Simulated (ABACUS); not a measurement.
Here is an ABACUS 3.10.1 calculation.

INPUT

```
INPUT_PARAMETERS
suffix              Li
calculation         scf
basis_type          lcao
pseudo_dir          ./
orbital_dir         ./
symmetry            1
dft_functional      pbe
ecutwfc             100
pseudo_rcut         10
nspin               1
nbands              12
ks_solver           genelpa
smearing_method     fd
smearing_sigma      0.00367493
scf_thr             1e-07
scf_nmax            100
mixing_type         broyden
mixing_beta         0.7
cal_force           1
cal_stress          1
out_mul             1
out_chg             1
```

File STRU:

```
ATOMIC_SPECIES
Li 6.9400 03_Li_3_1.6_1.6_pbe_v1.0.upf

NUMERICAL_ORBITAL
Li_confined-atom_8au_4s2p1d.orb

LATTICE_CONSTANT
1.8897261246

LATTICE_VECTORS
-1.7546500000 1.7546500000 1.7546500000
1.7546500000 -1.7546500000 1.7546500000
1.7546500000 1.7546500000 -1.7546500000

ATOMIC_POSITIONS
Cartesian

Li
0.0
1
0.0000000000 0.0000000000 0.0000000000 1 1 1
```

KPT

```
K_POINTS
0
Gamma
10 10 10 0 0 0
```

Potentials or basis: SPMS ONCV 1.0 PBE, TZDP LCAO (the cutoffs set its grid).

Run with:

```bash
$ OMP_NUM_THREADS=1 mpirun -np 4 abacus > log
```

(1) Estimate the pressure.

(2) What does it give for the band gap on the k mesh?

## Answers

(1) -0.8 GPa.

(2) none (metal or under the smearing width).

Caveat: the atomic orbitals were generated for these runs and aren't a published set; the basis of atomic orbitals isn't converged, which shifts pressures, moduli and gaps.
